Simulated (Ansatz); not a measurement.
**NaI (Fm-3m), phonons: input and output**

Method: PBEsol, PAW on Ansatz 0.2.0's default frozen-core files (fitted under PBE), scalar-relativistic.

The cell comes from a PAW relaxation under the same functional.

Command:

```sh
ansatz run input.yaml --threads 1 --pin off --max-ram 3072MiB --backend cpu --events-out ev --progress --plain --runs-dir out
```

input.yaml:

```yaml
crystal:
  lattice:
    - [0.0, 3.20025025211, 3.20025025211]
    - [3.20025025211, 0.0, 3.20025025211]
    - [3.20025025211, 3.20025025211, 0.0]
  atoms:
    - { symbol: Na, position: [0.0, 0.0, 0.0] }
    - { symbol: I, position: [0.5, 0.5, 0.5] }
kpoints:
  mp_grid: { grid: [6, 6, 6] }
scf:
  occupations: { method: fixed }
hamiltonian:
  xc: pbesol
  pseudopotentials: { kind: paw }
phonons:
  qmesh: [2, 2, 2]
  qpath:
    path:
      - [0.0, 0.0, 0.0]
      - [0.5, 0.0, 0.5]
      - [0.625, 0.25, 0.625]
      - [0.375, 0.375, 0.75]
      - [0.0, 0.0, 0.0]
      - [0.5, 0.5, 0.5]
      - [0.5, 0.25, 0.75]
      - [0.5, 0.0, 0.5]
    npoints: 6
  temperatures: { t_min: 0, t_max: 1000, t_step: 100 }
```

The program printed:

```
Warning: RAYON_NUM_THREADS=1 ignored (pool sized by the plan → 1); use --threads N
Engine: ansatz 0.2.0, x86_64-unknown-linux-gnu
Pseudopotentials: kind: paw
Pseudopotential: Na, paw, valence charge 9, recommended cutoff 420 eV (normal), Na.paw.azcp
Pseudopotential: I, paw, valence charge 17, recommended cutoff 420 eV (normal), I.paw.azcp
Functional definition: PBEsol
  exchange = pbesol_x
  correlation = pbesol_c
Crystal: 4 atoms, lattice volume = 131.103 Å³
Basis set: ecut = 420 eV, 2541 PW (Γ), FFT grids on a1, a2, −a1+a2+a3, exchange–correlation on 64×64×90 points (8 copies of the dense FFT grid, shifted against one another)
Bands: 32, of which v1, the nominal top of the filled ones, is band 26 counted from 1 (25 counted from 0)
Symmetry: 32 space group operations
k-points: 20 of 108
Non-local potential: Na, projectors of the file, l = 0: 3, l = 1: 2, l = 2: 1
Non-local potential: I, projectors of the file, l = 0: 2, l = 1: 2, l = 2: 2, l = 3: 2
PAW form: soft (Blöchl's): semilocal exchange-correlation on the pseudo side does not see the compensation charge
PAW frozen core: Na, regenerated for the run's functional, and the local potential with it (the file was generated under x = pbe(κ = 0.804, μ = 0.2195149727645171), c = pbe(β = 0.06672455060314922))
PAW frozen core: I, regenerated for the run's functional, and the local potential with it (the file was generated under x = pbe(κ = 0.804, μ = 0.2195149727645171), c = pbe(β = 0.06672455060314922))
PAW one-centre angular grid: Na, 110 points (default); XC on 64 Gauss nodes
PAW one-centre angular grid: I, 590 points (default); XC on 64 Gauss nodes
Initial density: handed on by an earlier stage of this run
Initial wavefunctions: those handed on with the density
Functional: x = pbesol(κ = 0.804, μ = 0.12345679012345678), c = pbesol(β = 0.046)
SCF iter   1: F=—  HF=-17821.363146 eV  |F-HF|=—  |Δ(HF+E_count)|=         —  Δρ=4.68e-8  dr2=5.88e-12  ethr=1.20e-12  ⟨swp⟩=3.0  Hψ=1885  notcnv=0
[... 111 lines left out ...]
  ε⁰ (static dielectric tensor): not given — the deck does not say what the cell's rigid motions are, and on a molecule in a box or a wire the rigid rotations would enter the sum over the modes at Γ. For a crystal or a slab, ...
  Born effective charges Z* (e; rows j = field, columns β = displacement):
    site 0:
         1.18430    0.00000   -0.00000
        -0.00000    1.18430   -0.00000
        -0.00000   -0.00000    1.18430
    site 1:
        -1.18430   -0.00000    0.00000
         0.00000   -1.18430    0.00000
         0.00000    0.00000   -1.18430
  Z* charge neutrality: 2.786e-5 e pre-enforcement
  k-mesh period / interband length: 27.2 Å / 1.77 Å = 15.30 at k = (0.0000, 0.0000, 0.0000), direct gap 3.597 eV — 14 or more, which is no proof of convergence
  optical modes at Γ without the LO–TO term, one row a degenerate level:
      ω (cm⁻¹)  modes    IR ((D/Å)²/amu)
        118.56      3             4.9874
  optical modes at Γ + LO–TO along q̂ = [1.0000, 0.0000, 0.0000]:
      ω (cm⁻¹)  modes    IR ((D/Å)²/amu)
        118.56      2             3.3250
        172.17      1             1.6625
  optical modes at Γ + LO–TO along q̂ = [0.0000, 1.0000, 0.0000]:
      ω (cm⁻¹)  modes    IR ((D/Å)²/amu)
        118.56      2             3.3250
        172.17      1             1.6625
  optical modes at Γ + LO–TO along q̂ = [0.0000, 0.0000, 1.0000]:
      ω (cm⁻¹)  modes    IR ((D/Å)²/amu)
        118.56      2             3.3250
        172.17      1             1.6625
--- Phonons (by wavevector): 3 wavevectors in 2 supercells ---
  supercell 1 (2 cells, vectors [1, 0, 0], [0, 1, -1], [0, 0, 2] in multiples of the cell's): 2 displaced members by 0.0025 Å; free energy -17821.363146 eV; taken off its force constants: by the sum rule 9.4e-4, by the ...
  symmetry images taken by strict's conditions (phonons.symmetry_images: auto; settled by no image being taken that strict refuses)
  supercell 2 (2 cells, vectors [1, 0, 0], [0, 1, 0], [0, 0, 2] in multiples of the cell's): 2 displaced members by 0.0025 Å; free energy -17821.363146 eV; taken off its force constants: by the sum rule 5.6e-4, by the ...
  symmetry images taken by strict's conditions (phonons.symmetry_images: auto; settled by no image being taken that strict refuses)
  q = [0.0000, 0.0000, 0.0000] (star 1, supercell 1; hermiticity 7.77e-52, symmetrization 6.45e-5): -0.00 -0.00 0.00 118.56 118.56 118.56
  q = [0.0000, 0.0000, -0.5000] (star 4, supercell 2; hermiticity 9.05e-17, symmetrization 8.15e-16): 51.42 51.42 75.86 115.01 115.01 172.59
  q = [0.0000, -0.5000, -0.5000] (star 3, supercell 1; hermiticity 1.43e-16, symmetrization 6.46e-16): 36.39 36.39 56.47 122.52 122.52 128.06
  joined force constants: q→R imaginary residual 3.60e-17
  density of states and harmonic sums: on the 18×18×18 q-mesh, interpolated from the force constants of a 2×2×2 supercell (with the dipole–dipole term)
  largest difference from the sums on the solved wave vectors: F 9.20e-2 eV, S 1.24e-4 and C_V 3.22e-5 eV/K
```

The run converged.

**Zone-centre phonons**

Harmonic phonons of a crystal by Kohn-Sham DFT at the given cell, standard atomic masses, acoustic sum rule imposed; negative wavenumbers are unstable modes; optical zone-centre levels upwards with Mulliken labels, activity, and the element with most of the kinetic energy.

- Point group: m-3m

```
number  phonon wavenumber (cm⁻¹)  label  infrared  raman  lead element
     1                     118.6    T1u       yes     no            Na
```

**Phonons on the q mesh**

One row a degenerate set, branches counted upwards.

```
Unstable phonons : no
```

| point | q a (r.l.u.) | q b (r.l.u.) | q c (r.l.u.) | branch | phonon wavenumber (cm⁻¹) | degeneracy |
| --- | --- | --- | --- | --- | --- | --- |
| Gamma | 0 | 0 | 0 | 4 | 118.6 | 3 |
| L | 0.5 | 0 | 0 | 1 | 51.4 | 2 |
| L | 0.5 | 0 | 0 | 3 | 75.9 | 1 |
| L | 0.5 | 0 | 0 | 4 | 115 | 2 |
| L | 0.5 | 0 | 0 | 6 | 172.6 | 1 |
| X | 0.5 | 0.5 | 0 | 1 | 36.4 | 2 |
| X | 0.5 | 0.5 | 0 | 3 | 56.5 | 1 |
| X | 0.5 | 0.5 | 0 | 4 | 122.5 | 2 |
| X | 0.5 | 0.5 | 0 | 6 | 128.1 | 1 |

Field response:

Linear response of an insulating crystal by Kohn-Sham DFT to a field and to zone-centre displacements, local fields included; Born charges neutralised; LO modes for wave vectors along x and z; Cartesian axes as in the input.

* Dielectric electronic (x, y, z): 3.471, 3.471, 3.471
* Highest phonon with field along x: 172.2 cm⁻¹
* Highest phonon with field along z: 172.2 cm⁻¹
* Highest phonon without field: 118.6 cm⁻¹

```
atom  born charge xx (e)  born charge yy (e)  born charge zz (e)
 Na1               1.184               1.184               1.184
  I2              -1.184              -1.184              -1.184
```

Limits of these numbers: frozen-core PAW files fitted under PBE, their cores solved anew for the functional of the run; no LO-TO term at the zone centre.

Cost: 29 s on 1 thread of Intel(R) Xeon(R) 6975P-C (Granite Rapids), with other jobs on the host, peak memory 0.48 GiB.
